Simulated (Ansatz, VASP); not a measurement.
# AgCl: VASP beside Ansatz

INCAR

```
PREC = Accurate ; ENCUT = 520
EDIFF = 1E-6 ; ISMEAR = -1
SIGMA = 0.01 ; LREAL = F
LASPH = T ; NELM = 100
ALGO = Normal ; ISIF = 2
LWAVE = F ; LCHARG = T
GGA = PS ; LELF = T
LVHAR = T ; NBANDS = 16
```

The input KPOINTS:

```
Automatic mesh
0
Gamma
  9 9 9
```

Contents of POSCAR:

```
AgCl
1.0
    0.0000000000      2.7731500000      2.7454185000
    2.7731500000      0.0000000000      2.7454185000
    2.7731500000      2.7731500000      0.0000000000
Ag Cl
1 1
Direct
    0.5000000000      0.5000000000      0.5000000000
    0.0000000000      0.0000000000      0.0000000000
```

Input for Ansatz:

```yaml
crystal:
  lattice:
    - [0.0, 2.77315, 2.7454185]
    - [2.77315, 0.0, 2.7454185]
    - [2.77315, 2.77315, 0.0]
  atoms:
    - { symbol: Ag, position: [0.5, 0.5, 0.5] }
    - { symbol: Cl, position: [0.0, 0.0, 0.0] }
kpoints:
  mp_grid: { grid: [9, 9, 9] }
  band_path:
    path:
      - [0.0, 0.0, 0.0]
      - [0.0, 0.5, 0.5]
      - [0.25, 0.75, 0.5]
      - [0.0, 0.5, 0.0]
      - [0.0, 0.0, 0.0]
      - [0.5, 0.5, 0.0]
      - [0.3775380063, 0.6224619937, 0.0]
      - [-0.3775380063, 0.3775380063, 0.0]
      - [0.0, 0.0, 0.0]
    npoints: 5
scf:
  occupations: { method: fermi_dirac, width: 0.01 }
hamiltonian:
  xc: pbesol
  pseudopotentials: { kind: all_electron, lapw: { basis_error: 0.0005 } }
output:
  forces: true
  stress: true
  eigenvalues: true
```

Change from the starting cell: zz strain of -1 %.

Alike in both runs: task single point; functional PBEsol; k mesh 9 × 9 × 9; occupations fermi-dirac, width 0.01 eV; no spin polarisation.

|  | VASP | Ansatz |
| --- | --- | --- |
| version | VASP 6.6.1 | Ansatz 0.2.0 |
| potentials or method | VASP PAW PBE potentials, release 64 (Ag, Cl) | all-electron LAPW, scalar-relativistic |
| plane-wave cutoff (eV) | 520 | see its input |

Ansatz gave:

| Quantity | Value |
| --- | --- |
| gap on the k mesh at the Fermi level (eV) | 0.75 |
| pressure (GPa) | -2.2 |
| largest component of the traceless stress (GPa) | 0.11 |

Task: Which values does VASP return?

Result: gap on the k mesh at the Fermi level (eV): 0.75; pressure (GPa): -2.3; largest component of the traceless stress (GPa): 0.11.

Ansatz ran all-electron here, so the differences hold the error of VASP's frozen core and of both bases.

Caveats: the PAW data sets were made with another functional, which shifts forces and pressure a little (VASP); an odd mesh through Γ misses points on the zone boundary, where band edges often lie.
